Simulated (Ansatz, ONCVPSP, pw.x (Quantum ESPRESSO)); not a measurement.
titanium: one change to the ONCV potential, in the atom and in the bcc crystal

| Item | Value |
| --- | --- |
| Element | Ti |
| Generator | ONCVPSP 4.0.1 |
| Type | optimised norm-conserving Vanderbilt (ONCV) |
| Functional | PBE |
| Relativity | scalar-relativistic |
| Frozen core | [Ne] |
| Valence charge | 12 |
| Reference configuration | 3s2 3p6 3d2 4s1 4p1 |
| Partial waves | 3s+4s: rc 1.95 bohr, ncon 4, nbas 9, qcut 6.6 1/bohr, 2 projectors; 3p+4p: rc 2.15 bohr, ncon 4, nbas 7, qcut 6.7 1/bohr, 2 projectors; 3d: rc 2.60 bohr, ncon 4, nbas 8, qcut 6.8 1/bohr, 2 projectors, debl 3.3 Ha |
| Local potential | polynomial inside 1.80 bohr (lpopt 5, dvloc0 1 Ha) |
| Core correction | Teter function, fcfact 2.75, rcfact 1.4 |

Change: local potential polynomial inside 1.40 bohr (lpopt 5, dvloc0 1 Ha).

Cutoffs, loose and tight: the cutoffs (Ha) at which the residual kinetic energy of the hardest occupied pseudo-wave falls to 1 and 0.1 mHa per electron. They do not see the model core or the augmentation charge, which bear on the density cutoff. Test errors are all-electron minus pseudo excitation energies from the reference, over the configurations 3s2 3p6 3d2 4s2 4p0; 3s2 3p6 3d2 4s1 4p0; 3s2 3p6 3d2 4s0 4p0; 3s2 3p6 3d2 4s0 4p1; variants that change the core or the reference have their own tests.

Crystal test: bcc Ti in pw.x 7.5, no spin, 14³ k-points, Fermi–Dirac smearing 0.01 Ry, cutoffs set for each file from its atomic test. The reference is all-electron LAPW (Ansatz 0.2.0) with the same functional, mesh and smearing; V0 and B0 come from Birch–Murnaghan fits to the pressures at five volumes. Errors are pseudo minus all-electron; Δ is the rms difference of the E(V) curves that follow from these fits, minima aligned, over ±6 % about the mean V0. Mesh and smearing are coarse, so the numbers serve the comparison and aren't converged zero-temperature values; the lattice is a test structure that the element need not adopt.

All-electron: a0 = 3.264 Å (V0 = 17.38 Å³/atom), B0 = 104.1 GPa.

Does the change bring the crystal closer to the all-electron result?

The mean pressure error goes from +1.99 to +1.61 GPa, so the change moves the solid closer to the all-electron pressures.

```tsv
quantity	base	changed
outcome (atom)	generated	generated
cutoff, loose (atom)	16 Ha	16 Ha
cutoff, tight (atom)	18 Ha	18 Ha
bound ghosts (atom)	none	none
largest test error (meV) (atom)	-11	-11
cutoffs in pw.x (Ry)	50/200	50/200
a0 (Å)	3.284	3.281
a0 error (%)	+0.63	+0.52
B0 error (%)	-2.2	-2.3
Δ (meV/atom)	7.4	6.0
mean pressure error (GPa)	+1.99	+1.61
```

Base: This is a poor potential for the solid. Changed file: This is a poor potential for the solid.
